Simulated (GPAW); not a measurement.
C:

```
CELL_PARAMETERS angstrom
2.52210 0.00000 0.00000
-1.26105 2.18420 0.00000
0.00000 0.00000 8.23710
ATOMIC_POSITIONS crystal
C 0.66667 0.33333 0.84375
C 0.33333 0.66667 0.34375
C 0.33333 0.66667 0.15625
C 0.66667 0.33333 0.65625
C 0.00000 0.00000 0.90625
C 0.00000 0.00000 0.40625
C 0.00000 0.00000 0.09375
C 0.00000 0.00000 0.59375
```

This is a hexagonal form of diamond, not graphite.

| Item | Value |
| --- | --- |
| Program | GPAW 26.7.0 |
| Task | relaxation of cell and atoms |
| Functional | OLYP |
| Dispersion | D4 |
| Potentials or basis | PAW data sets generated in the run's folder for this functional |
| Cutoff | 800 eV |
| Basis | pw |
| k mesh | 7 × 7 × 2 |
| Occupations | fermi-dirac, width 0.05 eV |
| Spin | no spin polarisation |

At the start: pressure -22.0 GPa; volume 5.67 Å³/atom.

**Question.** Where does the relaxation end?

**Answer.** Over 6 steps the energy falls by 20.8 meV/atom and the volume is 5.39 Å³/atom (-5.0 %); space group P6_3/mmc (No. 194, to 0.05 Å).

Step by step:
```tsv
step	energy change (eV)	largest force (eV/Å)	pressure (GPa)	volume (Å³)
1	0.0000	0.3219	-22.04	45.38
2	-0.0332	0.0870	-20.39	45.19
3	-0.1074	0.4639	-12.29	44.34
4	-0.1417	0.4853	-6.16	43.74
5	-0.1648	0.1888	0.25	43.13
6	-0.1665	0.0235	0.38	43.12
```

Final structure:
```
CELL_PARAMETERS angstrom
2.47184 0.00000 0.00000
-1.23592 2.14067 0.00000
0.00000 0.00000 8.14859
ATOMIC_POSITIONS crystal
C 0.66667 0.33333 0.84444
C 0.33333 0.66667 0.34444
C 0.33333 0.66667 0.15556
C 0.66667 0.33333 0.65556
C 0.00000 0.00000 0.90708
C 0.00000 0.00000 0.40708
C 0.00000 0.00000 0.09292
C 0.00000 0.00000 0.59292
```

Caveat: the k mesh is coarse; later steps reuse the first step's grids.
